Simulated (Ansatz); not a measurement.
Relax this structure to zero stress and force, keeping its symmetry:

```xyz
1
Lattice="-1.5723 1.5723 1.5723 1.5723 -1.5723 1.5723 1.5723 1.5723 -1.5723" Properties=species:S:1:pos:R:3 pbc="T T T"
Pd    0.0000    0.0000    0.0000
```

These are results of Ansatz, DFT PBE, scalar-relativistic, plane waves, PAW, not measurements.

Cutoff 420 eV; k points 18×18×18 on the computed 1-atom cell (Γ-centred); Gaussian smearing, width 0.10 eV; no spin polarisation.

Problem. What does it relax to?

Solution. The volume falls by 0.11 Å³/atom to 15.44 Å³/atom, and the energy falls by 0.4 meV/atom. Final structure:
```cif
data_structure
_symmetry_space_group_name_H-M 'Im-3m'
_symmetry_Int_Tables_number 229
_cell_length_a 3.1373
_cell_length_b 3.1373
_cell_length_c 3.1373
_cell_angle_alpha 90.000
_cell_angle_beta 90.000
_cell_angle_gamma 90.000
_cell_volume 30.88
loop_
_atom_site_label
_atom_site_type_symbol
_atom_site_symmetry_multiplicity
_atom_site_Wyckoff_symbol
_atom_site_fract_x
_atom_site_fract_y
_atom_site_fract_z
_atom_site_occupancy
Pd1 Pd 2 a 0.00000 0.00000 0.00000 1
```

Course of the relaxation (steps run on the plane waves of an earlier cell, and the basis is chosen afresh near the end, so energy and pressure can step there; trial steps that raised the energy were taken back; energies are free energies):

```tsv
step	E − E_final (meV/atom)	P (GPa)	V (Å³/atom)
1	0.4	-1.14	15.55
2	0.1	0.89	15.36
3	0.0	-0.01	15.44
4	0.0	-0.01	15.44
```

Cost: 1 run of about 0.17 core-minutes, on Intel Xeon Platinum 8488C (Sapphire Rapids) (shared hosts).